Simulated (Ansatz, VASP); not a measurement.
One calculation of Au, 3 ways

The starting cell:

```
Au
1.0
     0.00000    2.03500    2.03500
     2.03500    0.00000    2.03500
     2.03500    2.03500    0.00000
Au
1
Direct
  0.00000 0.00000 0.00000
```

Alike in all runs: task relaxation of cell and atoms; functional PBEsol; k mesh 11 × 11 × 11; occupations fermi-dirac, width 0.05 eV; no spin polarisation; no spin-orbit coupling.

| program and potentials | plane-wave cutoff (eV) | notes | equilibrium volume (Å³/atom) |
| --- | --- | --- | --- |
| Ansatz, Ansatz PAW | 420 | potentials made for PBE, which Ansatz adapts in part; 19 valence electrons an atom on average | 17.01 |
| Ansatz, all-electron LAPW, scalar-relativistic | - | - | 17.01 |
| VASP, PBE PAW files Au, 600 eV | 600 | potentials made for PBE; 11 valence electrons an atom on average | 16.99 |

The equilibrium volume spans 16.99 (VASP, PBE PAW files Au, 600 eV) to 17.01 Å³/atom (Ansatz, Ansatz PAW), with all-electron results at 17.01. Relaxations stop with a little pressure left, so the last digit of a volume isn't settled.

The functional is the same throughout but for its coding, so the spread measures potentials, basis and numerics; runs on potential files found faulty are left out.
